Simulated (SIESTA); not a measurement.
The system is NiO.

```
Ni O
1.0
     0.00000    2.08590    2.08590
     2.08590    0.00000    2.08590
     2.08590    2.08590    0.00000
Ni O
1 1
Direct
  0.00000 0.00000 0.00000
  0.50000 0.50000 0.50000
```

Base run:

```yaml
Program: SIESTA 5.4.2
Functional: PBEsol
Potentials_or_basis: PseudoDojo 0.4 standard (PBEsol files)
Basis: DZP (energy shift 0.003 Ry; two zetas on semicore shells)
Grid_cutoff: 800 Ry
Energy_shift: 0.003 Ry
k_mesh: 8 × 8 × 8
Occupations: fermi-dirac, width 0.05 eV
Spin: collinear spin, ferromagnetic start
Starting_moments: "[1.0, 0.0] μB"
```

Its results: band gap on the k mesh none (metal or under the smearing width); pressure -8.8 GPa; net moment 1.16 μB per cell; site moments Ni +0.98; O +0.18 μB.

Question: The run is repeated on the same cell with these changes: basis from DZP (energy shift 0.003 Ry; two zetas on semicore shells) to TZP (energy shift 0.003 Ry; two zetas on semicore shells). What comes out?

Answer: Band gap on the k mesh none (metal or under the smearing width); pressure -9.8 GPa; net moment 1.16 μB per cell; site moments Ni +0.99; O +0.17 μB.

Caveats: short orbitals over semicore shells can move pressures by several GPa; the basis of atomic orbitals isn't converged, which shifts pressures, moduli and gaps; a cell with one magnetic atom can't hold antiferromagnetic order, which such compounds often take; semilocal functionals often make such compounds metallic where correlation or magnetic order opens a gap, which also shifts bond lengths.
